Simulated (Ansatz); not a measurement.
# TaC: the cost of one run

Computed with Ansatz 0.2.0 (DFT PBE, scalar-relativistic, plane waves, PAW, unless a step's input says otherwise).

1 further run of the same task is left out (set aside as unsound or not needed).

## Step 1: The structure to begin with

The structure is cubic, space group Fm-3m (No. 225). Conventional cell: a = 4.475 Å, b = 4.475 Å, c = 4.475 Å, α = 90.00°, β = 90.00°, γ = 90.00°. Around Ta (site symmetry m-3m) lie 6 C at 2.24 Å. C (site symmetry m-3m) has 6 Ta at 2.24 Å as nearest neighbours.

Structure file:

```
CELL_PARAMETERS angstrom
0.00000 2.23763 2.23763
2.23763 0.00000 2.23763
2.23763 2.23763 0.00000
ATOMIC_POSITIONS crystal
Ta 0.00000 0.00000 0.00000
C 0.50000 0.50000 0.50000
```

It is the result of an earlier relaxation at this level (volume 11.20 Å³/atom; gap on the mesh: none (metal)).

## Step 2: Bulk reference on the slab's mesh

Contents of input.yaml:

```yaml
crystal:
  lattice:
    - [3.1644852995, 0.0, 0.0]
    - [-1.5822426497, 2.7405246593, 0.0]
    - [1.5822426497, 0.9135082198, 2.5837914274]
  atoms:
    - { symbol: Ta, position: [0.0, 0.0, 0.0] }
    - { symbol: C, position: [0.0, 0.5, 0.5] }
basis:
  ecutwfc: 420
kpoints:
  mp_grid: { grid: [12, 12, 13] }
hamiltonian:
  xc: pbe
scf:
  occupations: { method: gaussian, width: 0.1 }
output:
  forces: true
  stress: true
  eigenvalues: true
  write_density: true
  write_potential: true
  elf: true
  volumetric_format: npy
```

Launch:

```bash
> ansatz run input.yaml --threads 2 --pin off --max-ram 5120MiB --backend cpu --events-out ev --progress --plain --runs-dir out
```

What time and memory should one allow on 2 threads of Arm Neoverse V1, shared host?

About 5.9 s, with a peak of 0.42 GiB.
